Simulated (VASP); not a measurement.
# CdTe (F-43m) in VASP: a series of runs, part 2 of 2

VASP 6.6.1.

## (4) Relaxation of cell and atoms, LDA

The input, INCAR:

```
PREC = Accurate
ENCUT = 600
EDIFF = 1E-6
ISMEAR = -1
SIGMA = 0.05
LREAL = F
LASPH = T
NELM = 80
ALGO = Fast
ISIF = 3
LWAVE = F
LCHARG = F
IBRION = 2
NSW = 60
EDIFFG = -0.01
```

The input, KPOINTS:

```
regular mesh
0
Gamma
  7 7 7
```

The input, POSCAR:

```
CdTe
1.0
    0.0000000000      3.2050000000      3.2050000000
    3.2050000000      0.0000000000      3.2050000000
    3.2050000000      3.2050000000      0.0000000000
Te Cd
1 1
Direct
    0.7500000000      0.7500000000      0.7500000000
    0.0000000000      0.0000000000      0.0000000000
```

Potentials or basis: VASP PAW LDA potentials, release 64 (Te, Cd).

Run with:

```console
$ cat potpaw_LDA.64/Te/POTCAR potpaw_LDA.64/Cd/POTCAR > POTCAR
$ mpirun -np 1 vasp_std > vasp.out
```

Wall time 42 s (1 thread of Intel Xeon Platinum 8488C (Sapphire Rapids), shared host); peak memory 0.19 GiB.

It converged, with:

- Free energy: -6.0490 eV
- Relaxed volume: 33.08 Å³/atom
- Relaxed cell: a = 4.540 Å, b = 4.540 Å, c = 4.540 Å, α = 60.00°, β = 60.00°, γ = 60.00°
- Space group after relaxing (to 0.05 Å): F-43m (No. 216)
- Energy gained by relaxing: 0.1 meV/atom
- Ionic steps: 4
- Pressure after relaxing: 0.0 GPa
- Band gap on the k mesh: 0.64 eV, direct

Step by step:
```
step  energy change (eV)  largest force (eV/Å)  pressure (GPa)  volume (Å³)
   1              0.0000                0.0000            0.20        65.84
   2             -0.0002                0.0000           -0.12        66.24
   3             -0.0002                0.0000            0.06        66.13
   4             -0.0002                0.0000            0.00        66.17
```

Final structure:
```
CELL_PARAMETERS angstrom
0.00000 3.21025 3.21025
3.21025 0.00000 3.21025
3.21025 3.21025 0.00000
ATOMIC_POSITIONS crystal
Te 0.75000 0.75000 0.75000
Cd 0.00000 0.00000 0.00000
```

Levels at points of the mesh, in eV from the valence-band top:
```
           k point  band 7  band 8  band 9  band 10  band 11  band 12
(0.00, 0.00, 0.00)    0.00    0.00    0.00     0.64     4.48     4.48
```

Caveat: spin-orbit coupling is left out, which moves the levels of the heavy elements.

## (5) Relaxation of cell and atoms, PBEsol

The input, INCAR:

```
PREC     = Accurate       # precision mode
ENCUT    = 600            # plane-wave cutoff, eV
EDIFF    = 1E-6           # SCF threshold, eV
ISMEAR   = -1             # smearing method
SIGMA    = 0.05           # smearing width, eV
LREAL    = False          # projectors in reciprocal space
LASPH    = True           # aspherical terms in the spheres
NELM     = 100            # most SCF steps
ALGO     = Normal         # electronic algorithm
ISIF     = 3              # what is computed and relaxed
LWAVE    = False          # write WAVECAR
LCHARG   = False          # write CHGCAR
GGA      = PS             # functional
IBRION   = 2              # ionic algorithm
NSW      = 40             # ionic steps
EDIFFG   = -0.01          # ionic threshold
```

KPOINTS is that of step 4.

POSCAR is that of step 4.

Potentials or basis: VASP PAW PBE potentials, release 64 (Te, Cd).

Run with:

```console
$ cat potpaw_PBE.64/Te/POTCAR potpaw_PBE.64/Cd/POTCAR > POTCAR
$ mpirun -np 1 vasp_std > vasp.out
```

It took 46 s on 1 thread of Intel Xeon Platinum 8488C (Sapphire Rapids), shared host; peak memory 0.22 GiB.

Results (log left out):

```yaml
Free_energy: -5.4873 eV
Relaxed_volume: 34.26 Å³/atom
Relaxed_cell: a = 4.593 Å, b = 4.593 Å, c = 4.593 Å, α = 60.00°, β = 60.00°, γ = 60.00°
Space_group_after_relaxing_to_0.05_Å: F-43m (No. 216)
Energy_gained_by_relaxing: 7.3 meV/atom
Ionic_steps: 3
Pressure_after_relaxing: 0.0 GPa
Band_gap_on_the_k_mesh: 0.64 eV, direct
```

The path:
| step | energy change (eV) | largest force (eV/Å) | pressure (GPa) | volume (Å³) |
| --- | --- | --- | --- | --- |
| 1 | 0.0000 | 0.0000 | 1.82 | 65.84 |
| 2 | -0.0130 | 0.0000 | -0.54 | 69.47 |
| 3 | -0.0146 | 0.0000 | 0.00 | 68.52 |

Final structure:
```cif
data_structure
_symmetry_space_group_name_H-M 'P 1'
_symmetry_Int_Tables_number 1
_cell_length_a 4.5932
_cell_length_b 4.5932
_cell_length_c 4.5932
_cell_angle_alpha 60.000
_cell_angle_beta 60.000
_cell_angle_gamma 60.000
_cell_volume 68.52
loop_
_atom_site_label
_atom_site_type_symbol
_atom_site_fract_x
_atom_site_fract_y
_atom_site_fract_z
_atom_site_occupancy
Te1 Te 0.75000 0.75000 0.75000 1
Cd1 Cd 0.00000 0.00000 0.00000 1
```

Levels at points of the mesh, in eV from the valence-band top:
| k point | band 5 | band 6 | band 7 | band 8 | band 9 | band 10 | band 11 | band 12 | band 13 |
| --- | --- | --- | --- | --- | --- | --- | --- | --- | --- |
| (0.00, 0.00, 0.00) | -7.97 | -7.97 | 0.00 | 0.00 | 0.00 | 0.64 | 4.55 | 4.55 | 4.55 |

Caveat: the PAW data sets were made with another functional, which shifts forces and pressure a little; spin-orbit coupling is left out, which moves the levels of the heavy elements.

## (6) For comparison

An earlier run on the cell as given: functional PBEsol; potentials or basis VASP PAW PBE potentials, release 64 (Te, Cd); cutoff 520 eV; k mesh 7 × 7 × 7; occupations fermi-dirac, width 0.05 eV; no spin polarisation.

* Pressure: 1.9 GPa
* Band gap on the k mesh: 0.76 eV, direct

## (7) The runs side by side

| task | level | potentials or basis | cell | cutoff (eV) | smearing | ladder | gap on the mesh (eV) | pressure (GPa) | relaxed volume (Å³/atom) |
| --- | --- | --- | --- | --- | --- | --- | --- | --- | --- |
| single point | PBE | VASP PAW PBE potentials, release 64 (Te, Cd) | as given | 520 | gaussian 0.011 eV | - | 0.87 | 4.4 | - |
| relaxation of cell and atoms | PBE | VASP PAW PBE potentials, release 64 (Te, Cd) | relaxed | 600 | fermi-dirac 0.05 eV | - | 0.58 | 0.0 | 36.31 |
| relaxation of cell and atoms | LDA | VASP PAW LDA potentials, release 64 (Te, Cd) | relaxed | 600 | fermi-dirac 0.05 eV | - | 0.64 | 0.0 | 33.08 |
| relaxation of cell and atoms | PBEsol | VASP PAW PBE potentials, release 64 (Te, Cd) | relaxed | 600 | fermi-dirac 0.05 eV | - | 0.64 | 0.0 | 34.26 |
| single point | PBEsol | VASP PAW PBE potentials, release 64 (Te, Cd) | as given | 520 | fermi-dirac 0.05 eV | free | 0.76 | 1.9 | - |

Alike in all rows: no spin polarisation; k mesh 7 × 7 × 7.

Caveats: spin-orbit coupling is left out, which moves the levels of the heavy elements; the PAW data sets were made with another functional, which shifts forces and pressure a little (some runs); the volume moved by +10 % from the deposited cell, more than functionals usually miss (some runs).

Absolute energies hang on the potentials; compare differences alone.

## (8) How close it comes

Step 2. Against the measured gap of CdTe, 1.607 eV (0 K; a printed reference work, data compilation), the calculated 0.87 eV is off by -0.73 eV. Spin-orbit coupling on Cd, Te is left out. The value is that of PBE, without temperature or zero-point motion. Semilocal functionals fall short of measured gaps as a rule.
